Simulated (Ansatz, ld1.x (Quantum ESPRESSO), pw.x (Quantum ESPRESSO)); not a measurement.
# pw.x on fcc Ta: one setting changed

Potential: norm-conserving Troullier–Martins (Kleinman–Bylander form), ld1.x (Quantum ESPRESSO) 7.5, PBE; core [Xe] 4f14, reference 5d3 6s0 6p0; waves: 6p (bound, empty): rc 2.68 bohr; 5d (bound): rc 1.98 bohr; 6s (bound, empty): rc 2.30 bohr; local part: the s channel; core correction: Bessel-smoothed model core, default radius (core density twice the valence density).

The reference run (k-mesh 13³, cutoffs 50/200 Ry, Fermi–Dirac 0.01 Ry, mixing_beta 0.4, conv_thr 1e-9, no spin) gives 1.41 GPa at 18.931 Å³/atom, where all-electron LAPW gives -0.85 GPa. This run, with its own iteration cap, changes k-mesh shift to 1.

```
&control
  calculation='scf', prefix='x', pseudo_dir='./', outdir='./tmp', tstress=.true., disk_io='none'
/
&system
  ibrav=0, nat=1, ntyp=1, ecutwfc=50, ecutrho=200, nbnd=9,
  occupations='smearing', smearing='fd', degauss=0.01
/
&electrons
  conv_thr=1e-09, mixing_beta=0.4, electron_maxstep=70
/
ATOMIC_SPECIES
Ta 1.0 Ta.UPF
CELL_PARAMETERS angstrom
  0.00000000 2.11534489 2.11534489
  2.11534489 0.00000000 2.11534489
  2.11534489 2.11534489 0.00000000
ATOMIC_POSITIONS crystal
Ta 0.0000 0.0000 0.0000
K_POINTS automatic
13 13 13 1 1 1
```

```bash
pw.x < Ta.scf.in > Ta.scf.out
```

Problem. How does the run end?

Solution. It converges in 10 iterations; the free energy moves by +1.6 meV/atom and the pressure by +0.10 GPa.

```
Message from routine setup:
     using ibrav=0 with symmetry is DISCOURAGED, use correct ibrav instead
     lattice parameter (alat)  =       5.6532  a.u.
     unit-cell volume          =     127.7527 (a.u.)^3
     number of electrons       =         5.00
     number of Kohn-Sham states=            9
     kinetic-energy cutoff     =      50.0000  Ry
     charge density cutoff     =     200.0000  Ry
     scf convergence threshold =      1.0E-09
     Exchange-correlation= PBE
     number of k points=   231  Fermi-Dirac smearing, width (Ry)=  0.0100
     iteration #  1     ecut=    50.00 Ry     beta= 0.40
     total energy              =     -31.81628225 Ry
     estimated scf accuracy    <       0.78391220 Ry
     iteration #  2     ecut=    50.00 Ry     beta= 0.40
     total energy              =     -31.70791074 Ry
     estimated scf accuracy    <       0.19469590 Ry
     iteration #  3     ecut=    50.00 Ry     beta= 0.40
     total energy              =     -31.74304883 Ry
     estimated scf accuracy    <       0.00498360 Ry
     iteration #  4     ecut=    50.00 Ry     beta= 0.40
     total energy              =     -31.74417312 Ry
     estimated scf accuracy    <       0.00033517 Ry
     iteration #  5     ecut=    50.00 Ry     beta= 0.40
     total energy              =     -31.74420690 Ry
     estimated scf accuracy    <       0.00019173 Ry
     iteration #  6     ecut=    50.00 Ry     beta= 0.40
     total energy              =     -31.74422983 Ry
     estimated scf accuracy    <       0.00000179 Ry
     iteration #  7     ecut=    50.00 Ry     beta= 0.40
     total energy              =     -31.74423061 Ry
     estimated scf accuracy    <       0.00000027 Ry
     iteration #  8     ecut=    50.00 Ry     beta= 0.40
     total energy              =     -31.74423064 Ry
     estimated scf accuracy    <          2.8E-09 Ry
     iteration #  9     ecut=    50.00 Ry     beta= 0.40
     total energy              =     -31.74423064 Ry
     estimated scf accuracy    <          7.2E-09 Ry
     iteration # 10     ecut=    50.00 Ry     beta= 0.40
     the Fermi energy is    11.6008 ev
!    total energy              =     -31.74423064 Ry
     estimated scf accuracy    <          3.1E-11 Ry
     smearing contrib. (-TS)   =      -0.00567299 Ry
     The total energy is F=E-TS. E is the sum of the following terms:
     one-electron contribution =       8.32268613 Ry
     hartree contribution      =       0.05544927 Ry
     xc contribution           =     -25.77976065 Ry
     ewald contribution        =     -14.33693239 Ry
     convergence has been achieved in  10 iterations
          total   stress  (Ry/bohr**3)                   (kbar)     P=       15.05
     Message from routine punch:
     Nothing written, as per user request (disk_io='none')
```

The run took about 18 s on one core of a shared host (Neoverse-V1, 32 threads, 247 GiB, load 10).
